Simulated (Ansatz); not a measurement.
**BN: energies, forces and stress near the listed structure**

Aim: see how energy, forces, stress and gap of BN answer to random distortions, further strains and shifts, swapped elements, distortions that keep the symmetry. Nothing is relaxed unless a step says so.

Computed with Ansatz 0.2.0 (DFT PBE, scalar-relativistic, plane waves, PAW, unless a step's input says otherwise).

1 further run of the same task is left out (set aside as unsound or not needed).

## 1. Starting point

Symmetry: P6_3/mmc, No. 194, hexagonal system. Conventional cell: a = 2.504 Å, b = 2.504 Å, c = 6.661 Å, α = 90.00°, β = 90.00°, γ = 120.00°. B (site symmetry -6m2) is surrounded by 3 N at 1.45 Å. N (site symmetry -6m2) has 3 B at 1.45 Å as nearest neighbours.

Structure file:

```cif
data_structure
_symmetry_space_group_name_H-M 'P 1'
_symmetry_Int_Tables_number 1
_cell_length_a 2.5040
_cell_length_b 2.5040
_cell_length_c 6.6612
_cell_angle_alpha 90.000
_cell_angle_beta 90.000
_cell_angle_gamma 120.000
_cell_volume 36.17
loop_
_atom_site_label
_atom_site_type_symbol
_atom_site_fract_x
_atom_site_fract_y
_atom_site_fract_z
_atom_site_occupancy
B1 B 0.33333 0.66667 0.25000 1
B2 B 0.66667 0.33333 0.75000 1
N1 N 0.33333 0.66667 0.75000 1
N2 N 0.66667 0.33333 0.25000 1
```

The structure comes from the Crystallography Open Database.

## 2. A random distortion, cell strained

Against the listed cell: strain xx, yy, zz, yz, xz, xy = +3.8, +3.5, +3.0, -1.0, -0.9, -0.7 %; atoms moved by 0.03 Å root mean square, at most 0.04 Å.

input.yaml

```yaml
crystal:
  lattice:
    - [2.6001449857, -0.0164011457, -0.0230868035]
    - [-1.3142763017, 2.2522722513, -0.0101418025]
    - [-0.061416264, -0.066612, 6.859437312]
  atoms:
    - { symbol: B, position: [0.339005055, 0.6803903096, 0.248063412] }
    - { symbol: B, position: [0.6735046276, 0.3307232587, 0.7488725755] }
    - { symbol: "N", position: [0.3319442597, 0.6731457387, 0.7513000661] }
    - { symbol: "N", position: [0.6555397583, 0.3157360815, 0.2517624452] }
basis:
  ecutwfc: 420
kpoints:
  mp_grid: { grid: [12, 12, 4] }
hamiltonian:
  xc: pbe
scf:
  occupations: { method: gaussian, width: 0.02 }
output:
  forces: true
  stress: true
  eigenvalues: true
  populations: true
```

Run with:

```sh
> ansatz run input.yaml --threads 1 --pin off --max-ram 1331MiB --backend cpu --events-out ev --progress --plain --runs-dir out
```

## 3. A change within the space group

input.yaml

```yaml
crystal:
  lattice:
    - [2.4714147722, 0.0, 0.0]
    - [-1.2357073862, 2.140307976, 0.0]
    - [0.0, 0.0, 6.474619788]
  atoms:
    - { symbol: B, position: [0.3333333333, 0.6666666667, 0.25] }
    - { symbol: B, position: [0.6666666667, 0.3333333333, 0.75] }
    - { symbol: "N", position: [0.3333333333, 0.6666666667, 0.75] }
    - { symbol: "N", position: [0.6666666667, 0.3333333333, 0.25] }
basis:
  ecutwfc: 420
kpoints:
  mp_grid: { grid: [12, 12, 4] }
hamiltonian:
  xc: pbe
scf:
  occupations: { method: gaussian, width: 0.02 }
output:
  forces: true
  stress: true
  eigenvalues: true
```

## 4. One element swapped, cell strained: B → Al, first probe

input.yaml

```yaml
crystal:
  lattice:
    - [2.9190789584, 0.0, 0.0]
    - [-1.4595394793, 2.5279965336, 0.0]
    - [0.0, 0.0, 7.7654285852]
  atoms:
    - { symbol: Al, position: [0.3333333333, 0.6666666667, 0.25] }
    - { symbol: Al, position: [0.6666666667, 0.3333333333, 0.75] }
    - { symbol: "N", position: [0.3333333333, 0.6666666667, 0.75] }
    - { symbol: "N", position: [0.6666666667, 0.3333333333, 0.25] }
basis:
  ecutwfc: 420
kpoints:
  mp_grid: { grid: [9, 9, 4] }
hamiltonian:
  xc: pbe
scf:
  occupations: { method: gaussian, width: 0.1 }
output:
  forces: true
  stress: true
  eigenvalues: true
```

## 5. One element swapped, cell strained: B → Al

Edit input.yaml of step 4 so:

```diff
@@ -17,3 +17,3 @@
 scf:
-  occupations: { method: gaussian, width: 0.1 }
+  occupations: { method: gaussian, width: 0.02 }
 output:
```

## 6. A change within the space group

input.yaml

```yaml
crystal:
  lattice:
    - [2.5711237219, 0.0, 0.0]
    - [-1.285561861, 2.2266584594, 0.0]
    - [0.0, 0.0, 6.440114772]
  atoms:
    - { symbol: B, position: [0.3333333333, 0.6666666667, 0.25] }
    - { symbol: B, position: [0.6666666667, 0.3333333333, 0.75] }
    - { symbol: "N", position: [0.3333333333, 0.6666666667, 0.75] }
    - { symbol: "N", position: [0.6666666667, 0.3333333333, 0.25] }
basis:
  ecutwfc: 420
kpoints:
  mp_grid: { grid: [12, 12, 4] }
hamiltonian:
  xc: pbe
scf:
  occupations: { method: gaussian, width: 0.02 }
output:
  forces: true
  stress: true
  eigenvalues: true
```

## 7. A distortion of lower symmetry

input.yaml

```yaml
crystal:
  lattice:
    - [2.5154099065, 0.0, 0.0]
    - [-1.2577049533, 2.1784088799, 0.0]
    - [0.0, 0.0, 6.491739072]
  atoms:
    - { symbol: B, position: [0.3333333333, 0.6666666667, 0.255187054] }
    - { symbol: B, position: [0.6666666667, 0.3333333333, 0.744812946] }
    - { symbol: "N", position: [0.3333333333, 0.6666666667, 0.7536960753] }
    - { symbol: "N", position: [0.6666666667, 0.3333333333, 0.2463039247] }
basis:
  ecutwfc: 420
kpoints:
  mp_grid: { grid: [12, 12, 4] }
hamiltonian:
  xc: pbe
scf:
  occupations: { method: gaussian, width: 0.02 }
output:
  forces: true
  stress: true
  eigenvalues: true
```

## 8. A change within the space group

input.yaml

```yaml
crystal:
  lattice:
    - [2.5669420557, 0.0, 0.0]
    - [-1.2834710279, 2.2230370303, 0.0]
    - [0.0, 0.0, 7.228334568]
  atoms:
    - { symbol: B, position: [0.3333333333, 0.6666666667, 0.25] }
    - { symbol: B, position: [0.6666666667, 0.3333333333, 0.75] }
    - { symbol: "N", position: [0.3333333333, 0.6666666667, 0.75] }
    - { symbol: "N", position: [0.6666666667, 0.3333333333, 0.25] }
basis:
  ecutwfc: 420
kpoints:
  mp_grid: { grid: [12, 12, 4] }
hamiltonian:
  xc: pbe
scf:
  occupations: { method: gaussian, width: 0.02 }
output:
  forces: true
  stress: true
  eigenvalues: true
  populations: true
```

## 9. A change within the space group

Edit input.yaml of step 8 so:

```diff
@@ -2,5 +2,5 @@
   lattice:
-    - [2.5669420557, 0.0, 0.0]
-    - [-1.2834710279, 2.2230370303, 0.0]
-    - [0.0, 0.0, 7.228334568]
+    - [2.533363527, 0.0, 0.0]
+    - [-1.2666817635, 2.1939571714, 0.0]
+    - [0.0, 0.0, 6.139827876]
   atoms:
@@ -22,2 +22 @@
   eigenvalues: true
-  populations: true
```

Q: Predict the outcome of this session. Wanted: for each run, case; energy; pressure; largest force.

The runs gave:

```
step                                        case  energy (meV/atom)  pressure (GPa)  largest force (eV/Å)  gap on the mesh (eV)
   2          a random distortion, cell strained               +0.0           -17.6                  2.44                  3.94
   3             a change within the space group              -65.1            14.2                  0.00                  4.30
   5  one element swapped, cell strained: B → Al                n/a            33.8                  0.00                  2.60
   6             a change within the space group              -49.7           -13.9                  0.00                  4.06
   7              a distortion of lower symmetry              -70.5             0.2                  0.82                  4.18
   8             a change within the space group              -68.6           -12.5                  0.00                  4.27
   9             a change within the space group              -63.0            -3.8                  0.00                  4.07
```

Energies are counted from step 2, with the smearing taken to zero. Other atoms or functionals have another zero of energy (n/a). 

**Reading.** Among the distorted cells of the listed formula and level the largest force, 2.44 eV/Å, comes in step 2, shared by 2 atoms. Among the distorted cells of the listed formula and level the gap runs from 3.94 eV to 4.30 eV.

The gaps are Kohn-Sham values of a semilocal functional, not quasiparticle or optical gaps. Such gaps usually fall short of the measured ones.
